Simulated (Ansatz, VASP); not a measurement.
**Two plane-wave programs on Mo**

INCAR

```
SYSTEM = Mo
PREC = Accurate ; ENCUT = 520
EDIFF = 1E-6 ; ISMEAR = 0
SIGMA = 0.1 ; LREAL = .FALSE.
LASPH = .TRUE. ; NELM = 60
ALGO = Fast ; ISIF = 2
LWAVE = .FALSE. ; LCHARG = .FALSE.
GGA = PS ; NBANDS = 13
```

Contents of KPOINTS:

```
Automatic mesh
0
G
  8 8 8
  0 0 0
```

POSCAR

```
Mo
1.0
   -1.5838089719      1.5838089719      1.5838089719
    1.5838089719     -1.5838089719      1.5838089719
    1.5838089719      1.5838089719     -1.5838089719
Mo
1
Direct
    0.0000000000      0.0000000000      0.0000000000
```

Input for Ansatz:

```yaml
crystal:
  lattice:
    - [-1.5838089719, 1.5838089719, 1.5838089719]
    - [1.5838089719, -1.5838089719, 1.5838089719]
    - [1.5838089719, 1.5838089719, -1.5838089719]
  atoms:
    - { symbol: Mo, position: [0.0, 0.0, 0.0] }
basis:
  ecutwfc: 420
kpoints:
  mp_grid: { grid: [8, 8, 8] }
hamiltonian:
  xc: pbesol
scf:
  occupations: { method: gaussian, width: 0.1 }
output:
  forces: true
  stress: true
  eigenvalues: true
```

Alike in both runs: task single point; functional PBEsol; k mesh 8 × 8 × 8; occupations gaussian, width 0.1 eV; no spin polarisation.

|  | VASP | Ansatz |
| --- | --- | --- |
| version | VASP 6.6.1 | Ansatz 0.2.0 |
| potentials or method | VASP PAW PBE potentials, release 64 (Mo_sv) | scalar-relativistic, plane waves, PAW |
| plane-wave cutoff (eV) | 520 | 420 |
| valence electrons in the cell | 14 | 14 |

VASP gave:

| Item | Value |
| --- | --- |
| gap on the k mesh at the Fermi level (eV) | none |
| pressure (GPa) | -8.2 |

Problem. Which values does Ansatz return?

Solution. gap on the k mesh at the Fermi level (eV): none; pressure (GPa): -8.8.

A gap of «none» marks a metal or a gap that the smearing closes.

Caveats: the PAW data sets were made with another functional, which shifts forces and pressure a little (VASP).
